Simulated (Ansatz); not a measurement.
# SrO (Fm-3m) in Ansatz: convergence with k mesh

Aim: find how far k mesh must go before the results for SrO settle, at LDA. This setting moves, with any that are tied to it; all else stays.

Program: Ansatz 0.2.0. These are calculated values, not measurements. Logs are shortened: lines on timing, memory, paths and dates and some standing lists are left out, and cuts for length are marked.

## Step 1: The crystal as given

Symmetry: Fm-3m, No. 225, cubic system. Conventional cell: a = 5.133 Å, b = 5.133 Å, c = 5.133 Å, α = 90.00°, β = 90.00°, γ = 90.00°. Around Sr (site symmetry m-3m) lie 6 O at 2.57 Å. O (site symmetry m-3m) has 6 Sr at 2.57 Å as nearest neighbours.

## Step 2: With k mesh 3 × 3 × 3

input.yaml reads:

```yaml
crystal:
  lattice:
    - [0.0, 2.5663, 2.5663]
    - [2.5663, 0.0, 2.5663]
    - [2.5663, 2.5663, 0.0]
  atoms:
    - { symbol: Sr, position: [0.5, 0.5, 0.5] }
    - { symbol: O, position: [0.0, 0.0, 0.0] }
hamiltonian:
  xc: lda
  pseudopotentials: { kind: paw }
kpoints:
  mp_grid: { grid: [3, 3, 3] }
scf:
  occupations: { method: fermi_dirac, width: 0.1 }
output:
  forces: true
  stress: true
  eigenvalues: true
```

Potentials or basis: Ansatz PAW.

Launch:

```bash
ansatz run input.yaml --threads 2 --pin off --max-ram 5632MiB --backend cpu --events-out ev --progress --plain --runs-dir out
```

It took 0.21 s on 2 threads of Intel Xeon Gold 6455B (Sapphire Rapids), shared host; peak memory 0.28 GiB.

Results:

* Free energy: -4002.7859 eV
* Pressure: -3.7 GPa
* Band gap on the k mesh: 3.63 eV, indirect (least direct gap 3.76 eV)

## Step 3: With k mesh 4 × 4 × 4

Edit input.yaml of step 2 so:

```diff
@@ -12,3 +12,3 @@
 kpoints:
-  mp_grid: { grid: [3, 3, 3] }
+  mp_grid: { grid: [4, 4, 4] }
 scf:
```

Potentials or basis: Ansatz PAW.

Launch:

```bash
ansatz run input.yaml --threads 2 --pin off --max-ram 5632MiB --backend cpu --events-out ev --progress --plain --runs-dir out
```

It took 0.23 s on 2 threads of Intel Xeon Gold 6455B (Sapphire Rapids), shared host; peak memory 0.28 GiB.

Results:

* Free energy: -4002.8084 eV
* Pressure: -3.8 GPa
* Band gap on the k mesh: 3.15 eV, indirect (least direct gap 3.22 eV)

## Step 4: With k mesh 5 × 5 × 5

Edit input.yaml of step 3 so:

```diff
@@ -12,3 +12,3 @@
 kpoints:
-  mp_grid: { grid: [4, 4, 4] }
+  mp_grid: { grid: [5, 5, 5] }
 scf:
```

Launch:

```bash
ansatz run input.yaml --threads 2 --pin off --max-ram 5632MiB --backend cpu --events-out ev --progress --plain --runs-dir out
```

Run time: 0.24 s. Hardware: 2 threads of Intel Xeon Gold 6455B (Sapphire Rapids), shared host; peak memory 0.28 GiB.

What came out:

| Property | Result |
| --- | --- |
| Free energy | -4002.8119 eV |
| Pressure | -3.8 GPa |
| Band gap on the k mesh | 3.34 eV, indirect (least direct gap 3.44 eV) |

## Step 5: With k mesh 7 × 7 × 7

Edit input.yaml of step 4 so:

```diff
@@ -12,3 +12,3 @@
 kpoints:
-  mp_grid: { grid: [5, 5, 5] }
+  mp_grid: { grid: [7, 7, 7] }
 scf:
```

Launch:

```bash
ansatz run input.yaml --threads 2 --pin off --max-ram 5632MiB --backend cpu --events-out ev --progress --plain --runs-dir out
```

Run time: 0.28 s. Hardware: 2 threads of Intel Xeon Gold 6455B (Sapphire Rapids), shared host; peak memory 0.28 GiB.

Results:

```yaml
Free_energy: -4002.8126 eV
Pressure: -3.8 GPa
Band_gap_on_the_k_mesh: 3.25 eV, indirect (least direct gap 3.33 eV)
```

## Step 6: With k mesh 8 × 8 × 8

Edit input.yaml of step 5 so:

```diff
@@ -12,3 +12,3 @@
 kpoints:
-  mp_grid: { grid: [7, 7, 7] }
+  mp_grid: { grid: [8, 8, 8] }
 scf:
```

Potentials or basis: Ansatz PAW.

Launch:

```bash
ansatz run input.yaml --threads 2 --pin off --max-ram 5632MiB --backend cpu --events-out ev --progress --plain --runs-dir out
```

It took 0.32 s on 2 threads of Intel Xeon Gold 6455B (Sapphire Rapids), shared host; peak memory 0.29 GiB.

The run converged. Its results:

- Free energy: -4002.8125 eV
- Pressure: -3.8 GPa
- Band gap on the k mesh: 3.15 eV, indirect (least direct gap 3.23 eV)

## Step 7: With k mesh 10 × 10 × 10

Edit input.yaml of step 6 so:

```diff
@@ -12,3 +12,3 @@
 kpoints:
-  mp_grid: { grid: [8, 8, 8] }
+  mp_grid: { grid: [10, 10, 10] }
 scf:
```

Launch:

```bash
ansatz run input.yaml --threads 2 --pin off --max-ram 5632MiB --backend cpu --events-out ev --progress --plain --runs-dir out
```

Run time: 0.4 s. Hardware: 2 threads of Intel Xeon Gold 6455B (Sapphire Rapids), shared host; peak memory 0.3 GiB.

It converged, with:

```
Free energy            : -4002.8126 eV
Pressure               : -3.8 GPa
Band gap on the k mesh : 3.15 eV, indirect (least direct gap 3.23 eV)
```

## Step 8: With k mesh 12 × 12 × 12

Edit input.yaml of step 7 so:

```diff
@@ -12,3 +12,3 @@
 kpoints:
-  mp_grid: { grid: [10, 10, 10] }
+  mp_grid: { grid: [12, 12, 12] }
 scf:
```

Launch:

```bash
ansatz run input.yaml --threads 2 --pin off --max-ram 5632MiB --backend cpu --events-out ev --progress --plain --runs-dir out
```

It took 0.51 s on 2 threads of Intel Xeon Gold 6455B (Sapphire Rapids), shared host; peak memory 0.32 GiB.

It converged, with:

* Free energy: -4002.8124 eV
* Pressure: -3.8 GPa
* Band gap on the k mesh: 3.15 eV, indirect (least direct gap 3.23 eV)

## Step 9: With k mesh 15 × 15 × 15

Edit input.yaml of step 8 so:

```diff
@@ -12,3 +12,3 @@
 kpoints:
-  mp_grid: { grid: [12, 12, 12] }
+  mp_grid: { grid: [15, 15, 15] }
 scf:
```

Potentials or basis: Ansatz PAW.

Launch:

```bash
ansatz run input.yaml --threads 2 --pin off --max-ram 5632MiB --backend cpu --events-out ev --progress --plain --runs-dir out
```

The log of the run:

```text
Warning: RAYON_NUM_THREADS=2 ignored (pool sized by the plan → 2); use --threads N
Engine: ansatz 0.2.0, x86_64-unknown-linux-gnu
Pseudopotentials: kind: paw
Pseudopotential: Sr, paw, valence charge 10, recommended cutoff 420 eV (normal), Sr.paw.azcp
Pseudopotential: O, paw, valence charge 6, recommended cutoff 420 eV (normal), O.paw.azcp
Functional definition: SPW92
  exchange = slater_x
  correlation = pw_c
Crystal: 2 atoms, lattice volume = 33.803 Å³
Basis set: ecut = 420 eV, 645 PW (Γ)
Bands: 12, of which v1, the nominal top of the filled ones, is band 8 counted from 1 (7 counted from 0)
Symmetry: 48 space group operations
Space group: Fm-3m (ITA 225), of the structure as read, at distance tolerance 3.2e-5 Å
k-points: 120 of 3375
Non-local potential: Sr, projectors of the file, l = 0: 3, l = 1: 2, l = 2: 2
Non-local potential: O, projectors of the file, l = 0: 2, l = 1: 2, l = 2: 1
PAW form: soft (Blöchl's): semilocal exchange-correlation on the pseudo side does not see the compensation charge
PAW frozen core: Sr, regenerated for the run's functional, and the local potential with it (the file was generated under x = pbe(κ = 0.804, μ = 0.2195149727645171), c = pbe(β = 0.06672455060314922))
PAW frozen core: O, regenerated for the run's functional, and the local potential with it (the file was generated under x = pbe(κ = 0.804, μ = 0.2195149727645171), c = pbe(β = 0.06672455060314922))
PAW one-centre angular grid: Sr, 110 points (default); XC on 64 Gauss nodes
PAW one-centre angular grid: O, 110 points (default); XC on 64 Gauss nodes
Initial density: superposition of atomic densities (neutral atoms: chi_scale 0, normalization atom), corrected by the library's trained network
Initial wavefunctions: pseudopotential atomic-orbital guess
Functional: x = slater, c = lda
SCF iter   1: F=—  HF=-4002.832410 eV  |F-HF|=—  |Δ(HF+E_count)|=         —  Δρ=1.63e-2  dr2=9.18e-2  ethr=1.77e-3  ⟨swp⟩=7.7  Hψ=11054  notcnv=0
preconditioner: auto → none  [insulator: Δε(μ)=2.892 eV  Ē_g=15.921 eV  σ=0.100 eV  W_gap=1.00  n_scr=8 (ndim 8)  ℏωp=23.9 eV  f_vac=0.000  D(μ)=0.00/eV (n_scr^D=0)  ε∞_Penn≈3.3]
SCF iter   2: F=—  HF=-4002.813235 eV  |F-HF|=—  |Δ(HF+E_count)|=   1.92e-2  Δρ=3.35e-3  dr2=3.61e-3  ethr=5.74e-4  ⟨swp⟩=1.9  Hψ=2642  notcnv=0
SCF iter   3: F=—  HF=-4002.812519 eV  |F-HF|=—  |Δ(HF+E_count)|=   7.16e-4  Δρ=9.36e-4  dr2=1.57e-4  ethr=2.25e-5  ⟨swp⟩=2.0  Hψ=1699  notcnv=0
SCF iter   4: F=—  HF=-4002.812476 eV  |F-HF|=—  |Δ(HF+E_count)|=   4.27e-5  Δρ=3.36e-5  dr2=2.78e-7  ethr=9.83e-7  ⟨swp⟩=2.3  Hψ=2049  notcnv=0
SCF iter   5: F=—  HF=-4002.812479 eV  |F-HF|=—  |Δ(HF+E_count)|=   2.62e-6  Δρ=1.21e-5  dr2=1.29e-8  ethr=1.73e-9  ⟨swp⟩=2.3  Hψ=2539  notcnv=0
SCF iter   6: F=-4002.812479 eV  HF=-4002.812479 eV  |F-HF|=4.72e-10  |Δ(HF+E_count)|=   4.96e-9  Δρ=1.72e-6  dr2=6.64e-10  ethr=8.07e-11  ⟨swp⟩=3.1  Hψ=5939  notcnv=0
SCF 1 converged in 6 iterations: F = -4002.812479 eV  dr2 = 6.64e-10
SCF converged after 6 iterations
Free energy (F): -4002.812479 eV
Harris-Foulkes:  -4002.812479 eV  (|F-HF|=4.72e-10)
Internal energy: -4002.812479 eV  (E = F + TS)
E sigma→0 (E₀):  -4002.812479 eV
Entropy (-TS):   -0.000000 eV (-0.000 meV/atom)
Fermi energy:    9.295552 eV
--- Per-component energies (eV) ---
  E_band       = -61.443566
  E_kinetic    = 421.538852
  E_local      = -864.099475  (includes V_loc(G=0)·N_el)
  E_nonlocal   = 256.145819
  E_hartree    = 231.037386
  E_xc         = -245.894280
  E_vxc        = -257.399604  (∫ρ·V_xc dr)
  E_paw        = -2743.817081  (= ΣΔE_a)
  E_vpaw       = -79.706167  (= ΣTr[D̂ρ^β])
  E_aug_tail   = 0.002463  (compensation charges beyond the density's cutoff)
  E_ewald      = -1058.117221
  E_core_change = 0.391057  (= ΣΔE_core)
  E_smearing   = -0.000000  (= −TS)
  E_closure    = 0.000000  (closes the sum)
  Σ components = -4002.812479   (vs F -4002.812479, Δ=0.00e0)
--- Forces (eV/Å), atoms counted from 1 ---
  atom   1  Sr    -0.00000000     0.00000000     0.00000000
  atom   2  O     -0.00000000     0.00000000    -0.00000000
  max |Σ_I F_I| component: 2.76e-30 eV/Å
--- Stress (GPa, compression-positive) ---
       -3.830595      -0.000000      -0.000000
        0.000000      -3.830595       0.000000
       -0.000000       0.000000      -3.830595
  P = ⅓ Tr σ = -3.8306 GPa (-38.306 kbar)
--- Band table (eV; the first three rows and the last of 120) ---
  k-point 0: bands = ["-24.4999", "-7.1779", "-6.1477", "-6.1477", "-6.1477", "7.5786", "7.5786", "7.5786", "11.4272", "13.7576", "13.7576", "13.7576"]
  k-point 1: bands = ["-24.4937", "-7.3189", "-6.1515", "-6.1515", "-6.0217", "7.4267", "7.5187", "7.5187", "11.6487", "13.6933", "13.8468", "13.8468"]
  k-point 2: bands = ["-24.4760", "-7.6186", "-6.1623", "-6.1623", "-5.7646", "7.0545", "7.3563", "7.3563", "12.2257", "13.5688", "14.1083", "14.1083"]
  k-point 119: bands = ["-24.3092", "-7.9342", "-6.8948", "-6.7920", "-5.5172", "6.4307", "7.1400", "7.1538", "13.2566", "13.8337", "16.3107", "18.7316"]
```

Run time: 0.74 s. Hardware: 2 threads of Intel Xeon Gold 6455B (Sapphire Rapids), shared host; peak memory 0.35 GiB.

Results:

| Item | Value |
| --- | --- |
| Free energy | -4002.8125 eV |
| Pressure | -3.8 GPa |
| Band gap on the k mesh | 3.18 eV, indirect (least direct gap 3.25 eV) |

## Step 10: Result

```tsv
k mesh	energy less the tightest run, at zero smearing (meV/atom)	pressure (GPa)	gap on the mesh (eV)	SCF cycles	CPU time (s)	peak memory (GiB)
3 × 3 × 3	13.30	-3.67	3.633	6	0.28	0.28
4 × 4 × 4	2.04	-3.81	3.147	6	0.32	0.28
5 × 5 × 5	0.29	-3.83	3.341	6	0.33	0.28
7 × 7 × 7	-0.04	-3.83	3.250	6	0.42	0.28
8 × 8 × 8	-0.02	-3.83	3.154	6	0.5	0.29
10 × 10 × 10	-0.04	-3.83	3.154	6	0.65	0.3
12 × 12 × 12	0.02	-3.83	3.154	6	0.86	0.32
15 × 15 × 15	0.00	-3.83	3.175	6	1.3	0.35
```

Against the tightest run, the energy stays within 1 meV/atom from 5 × 5 × 5 on; the pressure stays within 0.1 GPa from 4 × 4 × 4 on. Not settled before the last step: the gap on the mesh (to 0.01 eV). Meshes of other sizes hit other points, so gaps and Fermi surfaces needn't settle smoothly. The tightest run that finished is the yardstick and may itself not be fully converged.

Caveats: odd divisions of the mesh miss points on the zone boundary, where band edges often lie, so the gap on the mesh can be too wide; the PAW data sets come from PBE, with cores solved anew for the run's functional, which leaves a small shift of forces and pressure.
